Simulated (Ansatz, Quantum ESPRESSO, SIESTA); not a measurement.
**SnO2: 3 runs at one level of theory**

```
CELL_PARAMETERS angstrom
1.61709 0.93363 4.80059
-1.61709 0.93363 4.80059
0.00000 -1.86726 4.80059
ATOMIC_POSITIONS crystal
Sn 0.50000 0.50000 0.50000
O 0.76283 0.76283 0.76283
O 0.23717 0.23717 0.23717
```

Measurements of this composition are mostly on another form, of space group No. 136.

Alike in all runs: task band structure; functional LDA; k mesh 10 × 10 × 10; occupations fermi-dirac, width 0.05 eV; no spin polarisation; no spin-orbit coupling. LDA stands for any of its common fits. Pressure is positive in compression and, in plane waves, holds the error of the finite cutoff. Gaps are the smaller of the mesh's and the band path's.

```json
{"program and potentials": "Ansatz, all-electron LAPW, scalar-relativistic", "plane-wave cutoff (eV)": "-", "notes": "-", "band gap (eV)": "1.78", "pressure (GPa)": "-9.10", "largest force (eV/Å)": "0.672"}
{"program and potentials": "Quantum ESPRESSO, GBRV 1.5 LDA", "plane-wave cutoff (eV)": "925", "notes": "-", "band gap (eV)": "1.77", "pressure (GPa)": "-8.84", "largest force (eV/Å)": "0.636"}
{"program and potentials": "SIESTA, files PseudoDojo sr-lda-0.4.1-standard, DZP (energy shift 0.003 Ry; two zetas on semicore shells)", "plane-wave cutoff (eV)": "-", "notes": "atomic basis", "band gap (eV)": "1.70", "pressure (GPa)": "-4.42", "largest force (eV/Å)": "0.211"}
```

Force on atom 2 (O), eV/Å:

```tsv
program and potentials	x	y	z
Ansatz, all-electron LAPW, scalar-relativistic	0.000	0.000	0.672
Quantum ESPRESSO, GBRV 1.5 LDA	0.000	0.000	0.636
SIESTA, files PseudoDojo sr-lda-0.4.1-standard, DZP (energy shift 0.003 Ry; two zetas on semicore shells)	0.000	0.000	0.211
```

The band gap spans 1.70 (SIESTA, files PseudoDojo sr-lda-0.4.1-standard, DZP (energy shift 0.003 Ry; two zetas on semicore shells)) to 1.78 eV (Ansatz, all-electron LAPW, scalar-relativistic), with all-electron results at 1.78. The pressure spans -9.10 (Ansatz, all-electron LAPW, scalar-relativistic) to -4.42 GPa (SIESTA, files PseudoDojo sr-lda-0.4.1-standard, DZP (energy shift 0.003 Ry; two zetas on semicore shells)), with all-electron results at -9.10. The atoms of the given cell lie far from their minimum at this level. The paths' points differ, which is worth about 0.01 eV. Rows in atomic bases carry the error of their basis and grid, which can be large.

Differences between rows come from potentials, basis sets and numerical settings, since the functional is the same but for its coding. Runs on potential files found faulty are left out.
